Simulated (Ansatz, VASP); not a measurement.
## Two plane-wave programs on CoO

Contents of INCAR:

```
ALGO = Normal
EDIFF = 1E-6
ENCUT = 520
GGA = PE
ISIF = 2
ISMEAR = 0
ISPIN = 2
LASPH = True
LCHARG = True
LDAU = True
LDAUJ = 0 0
LDAUL = 2 -1
LDAUPRINT = 1
LDAUTYPE = 2
LDAUU = 3.3 0
LELF = True
LMAXMIX = 4
LORBIT = 11
LREAL = False
LVHAR = True
LWAVE = False
MAGMOM = 3 0
NBANDS = 18
NELM = 150
PREC = Accurate
SIGMA = 0.05
```

The input KPOINTS:

```
k-points
0
Gamma
  10 10 10
```

The input POSCAR:

```
CoO
1.0
    0.0000000000      2.1315016559      2.1315016559
    2.1315016559      0.0000000000      2.1315016559
    2.1315016559      2.1315016559      0.0000000000
Co O
1 1
Direct
    0.0000000000      0.0000000000      0.0000000000
    0.5000000000      0.5000000000      0.5000000000
```

Input for Ansatz:

```yaml
crystal:
  lattice:
    - [0.0, 2.1315016559, 2.1315016559]
    - [2.1315016559, 0.0, 2.1315016559]
    - [2.1315016559, 2.1315016559, 0.0]
  atoms:
    - { symbol: Co, position: [0.0, 0.0, 0.0], spin: 3.0 }
    - { symbol: O, position: [0.5, 0.5, 0.5] }
basis:
  ecutwfc: 420
  ecutrho_ratio: 4
kpoints:
  mp_grid: { grid: [10, 10, 10] }
hamiltonian:
  xc: pbe
  hubbard: { sites: [{ species: Co, l: d, u_eff: 3.3 }] }
scf:
  occupations: { method: gaussian, width: 0.05 }
  lower_state_search: "off"
output:
  forces: true
  stress: true
  eigenvalues: true
  populations: true
  hubbard: { sites: [{ species: Co, l: d }] }
magnetization:
  spin_polarized: true
checkpoint:
  read: start.run
  write: ck
  compress: false
  write_wavefunctions: false
  write_every: 100000
```

Alike in both runs: task single point; functional PBE; k mesh 10 × 10 × 10; occupations gaussian, width 0.05 eV; collinear spin; Hubbard terms Co d U = 3.3 eV.

```csv
,VASP,Ansatz
version,VASP 6.6.1,Ansatz 0.2.0
potentials or method,"VASP PAW PBE potentials, release 64 (Co, O)","scalar-relativistic, plane waves, PAW"
plane-wave cutoff (eV),520,420
valence electrons in the cell,15,23
```

|  | VASP | Ansatz | Ansatz less VASP |
| --- | --- | --- | --- |
| pressure (GPa) | -2.4 | 8.2 | +10.57 |
| largest component of the traceless stress (GPa) | 0.00 | 0.67 | +0.673 |
| net moment per atom (μB) | 1.50 | 1.50 | +0.001 |
| size of the moment on the site where the two differ most (μB) | 2.73 | 2.60 | -0.130 |

Site moments also hang on the region over which each program counts them. The programs project onto different local orbitals, so the same U acts differently. The two sets of potentials don't hold the same shells in valence. Ansatz warned: «stability_check_not_made».

Caveats: a cell with one magnetic atom can't hold antiferromagnetic order, which such compounds often take. The state reached can hang on the start; a lower one may exist.
